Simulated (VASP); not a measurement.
# Cs: intraband terms of a metal's spectrum

Cs, I4_1/amd (no. 141), 2 atoms in the cell. PBE, independent-particle dielectric function; PAW potentials Cs_sv (PBE set).

## Input

INCAR.step1:
```
  PREC = Accurate
  ENCUT = 260
  ISMEAR = 1
  SIGMA = 0.1
  EDIFF = 1E-7
  LASPH = T
  KPAR = 4
  LWAVE = F
  LCHARG = T
  LMAXMIX = 4
```

INCAR.step2:
```
  PREC = Accurate
  ENCUT = 260
  ISMEAR = 0
  SIGMA = 0.3
  EDIFF = 1E-6
  LASPH = T
  KPAR = 4
  LWAVE = T
  LCHARG = F
  LMAXMIX = 4
  ICHARG = 11
  NBANDS = 27
  NEDOS = 3000
  OMEGAMAX = 30
  CSHIFT = 0.1
```

INCAR.step3, as INCAR.step2 but for:
```
- LWAVE = T
+ LWAVE = F
+ LOPTICS = T
+ ALGO = None
+ NELM = 1
+ ISTART = 1
```

INCAR.step4, as INCAR.step3 but for:
```
+ WPLASMAI = 0.03
```

INCAR.step5 to INCAR.step6 change the same tag again: WPLASMAI = 0.1, 0.3.

INCAR.step7, as INCAR.step6 but for:
```
- WPLASMAI = 0.3
+ RTIME = 40
```

INCAR.step8, as INCAR.step7 but for:
```
- RTIME = 40
+ RTIME = 5
```

INCAR.step9, as INCAR.step8 but for:
```
- RTIME = 5
+ LNABLA = T
```

INCAR.step10, as INCAR.step9 but for:
```
- ISMEAR = 0
- LNABLA = T
+ ISMEAR = -5
```

KPOINTS.step1:
```
k-points
0
Gamma
  7 7 7
```

KPOINTS.step2:
```
k-points
0
Gamma
  11 11 11
```

POSCAR:
```
Cs
1.0
   -2.5538463026      2.5538463026      9.5960667852
    2.5538463026     -2.5538463026      9.5960667852
    2.5538463026      2.5538463026     -9.5960667852
Cs
2
Direct
    0.5000000000      0.5000000000      0.0000000000
    0.2500000000      0.7500000000      0.5000000000
```

Commands (each step's output is kept before the next begins):
```
cat potpaw_PBE.64/Cs_sv/POTCAR > POTCAR
cp INCAR.step1 INCAR
cp KPOINTS.step1 KPOINTS
mpirun -np 4 vasp_std > vasp.out
cp INCAR.step2 INCAR
cp KPOINTS.step2 KPOINTS
mpirun -np 4 vasp_std > vasp.out
cp INCAR.step3 INCAR
mpirun -np 4 vasp_std > vasp.out
cp INCAR.step4 INCAR
mpirun -np 4 vasp_std > vasp.out
cp INCAR.step5 INCAR
mpirun -np 4 vasp_std > vasp.out
cp INCAR.step6 INCAR
mpirun -np 4 vasp_std > vasp.out
cp INCAR.step7 INCAR
mpirun -np 4 vasp_std > vasp.out
cp INCAR.step8 INCAR
mpirun -np 4 vasp_std > vasp.out
cp INCAR.step9 INCAR
mpirun -np 4 vasp_std > vasp.out
cp INCAR.step10 INCAR
mpirun -np 4 vasp_std > vasp.out
```

## Result

- Bands: 27

One ground state, settings moved in the last step alone:

| Settings | Plasma frequency (eV) | Im ε at 0.5 eV | Im ε at 1 eV | Im ε at 2 eV | Im ε at 4 eV | Time (s) |
|---|---|---|---|---|---|---|
| interband part alone | 2.73 | 7.5 | 3.0 | 0.8 | 0.3 | 18 |
| Drude term, WPLASMAI 0.03 | 2.73 | 9.2 | 3.3 | 0.8 | 0.3 | 17 |
| Drude term, WPLASMAI 0.1 | 2.73 | 13.2 | 3.8 | 0.9 | 0.3 | 14 |
| Drude term, WPLASMAI 0.3 | 2.73 | 20.6 | 5.1 | 1.1 | 0.3 | 20 |
| relaxation time RTIME 40 fs | 2.73 | 8.4 | 3.2 | 0.8 | 0.3 | 20 |
| relaxation time RTIME 5 fs | 2.73 | 14.8 | 4.0 | 0.9 | 0.3 | 22 |
| transversal form (LNABLA) | 2.73 | 7.5 | 3.1 | 0.8 | 0.3 | 23 |
| tetrahedron method | – | – | – | – | – | no result |

Limits: Spin-orbit coupling is left out, which can matter with atoms this heavy.

VASP 6.6.1 took 282 s on 4 cores (Intel Xeon Platinum 8488C (Sapphire Rapids)), a shared host.
